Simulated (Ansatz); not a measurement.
# SnO: projected density of states with r2SCAN

Crystal: SnO.

```xyz
4
Lattice="3.3550 0.0000 0.0000 0.0000 5.6741 0.0000 0.0000 0.0000 4.2220" Properties=species:S:1:pos:R:3 pbc="T T T"
Sn    1.6775    4.3582    0.0555
Sn    0.0000    1.3159    2.1665
O     1.6775    0.6171    1.0000
O     0.0000    5.0570    3.1110
```

The cell comes from a database or a generator and needn't be the stable form of this composition.

* Program: Ansatz 0.2.0
* Task: projected density of states
* Functional: r2SCAN
* Potentials or basis: Ansatz PAW
* Cutoff: 500 eV (not typed: the program's choice for these potentials)
* k mesh: 5 × 3 × 4
* Occupations: fermi-dirac, width 0.05 eV
* Spin: no spin polarisation

```json
{
  "Pressure": "-3.0 GPa",
  "Largest force": "0.640 eV/Å",
  "Band gap on the k mesh": "1.92 eV, indirect (least direct gap 2.51 eV)"
}
```

Forces in eV/Å, atoms in the order of the input:
```
Sn   0.000  0.608 -0.201
Sn   0.000 -0.608 -0.201
O    0.000 -0.194  0.201
O    0.000  0.194  0.201
```

Stress tensor (GPa, compression positive):
```
-3.90  0.00  0.00
 0.00 -2.49  0.00
 0.00  0.00 -2.66
```

Levels at points of the mesh, in eV from the valence-band top:
```
            k point  band 16  band 17  band 18  band 19  band 20  band 21  band 22  band 23  band 24  band 25
 (0.00, 0.00, 0.00)    -3.96    -3.64    -2.77    -2.18     0.00     3.05     3.62     6.38     6.43     8.55
(0.00, 0.00, -0.50)    -3.49    -3.33    -3.33    -1.74    -1.74     3.09     3.09     5.72     5.72     8.50
```

States per cell in windows of 1 eV (zero at the valence-band top; states under -8 eV left out):
```csv
from (eV),total,O 2p,Sn 5p,Sn 5s,O 2s,Sn 4d
-8.0,2.29,1.09,0.14,1.01,0.03,0.01
-7.0,1.18,0.54,0.08,0.48,0.06,0.01
-6.0,0.46,0.17,0.05,0.21,0.03,0.00
-5.0,3.36,2.44,0.74,0.11,0.03,0.02
-4.0,2.09,1.64,0.29,0.11,0.02,0.01
-3.0,2.78,2.34,0.27,0.11,0.02,0.01
-2.0,2.22,1.16,0.53,0.48,0.01,0.00
-1.0,1.59,0.61,0.41,0.54,0.01,0.00
0.0,0.00,0.00,0.00,0.00,0.00,0.00
1.0,0.01,0.00,0.01,0.00,0.00,0.00
2.0,1.37,0.19,0.95,0.06,0.10,0.00
3.0,2.05,0.28,1.38,0.17,0.11,0.00
4.0,1.22,0.14,0.88,0.05,0.07,0.00
5.0,2.26,0.29,1.60,0.12,0.07,0.00
6.0,1.71,0.23,1.13,0.11,0.03,0.00
7.0,2.83,0.41,1.85,0.17,0.03,0.00
```

It took 17 s on 2 threads of Arm Neoverse V1, on a shared host, peak memory 0.46 GiB.

Caveat: odd divisions of the mesh miss points on the zone boundary, where band edges often lie, so the gap on the mesh can be too wide; spin-orbit coupling is left out, which moves the levels of the heavy elements; the PAW data sets come from PBE, with cores solved anew for the run's functional, which leaves a small shift of forces and pressure; the density of states is complete only up to the lowest level of the last band computed. r2SCAN opens gaps a little over a GGA but as a rule still falls short of measured ones.
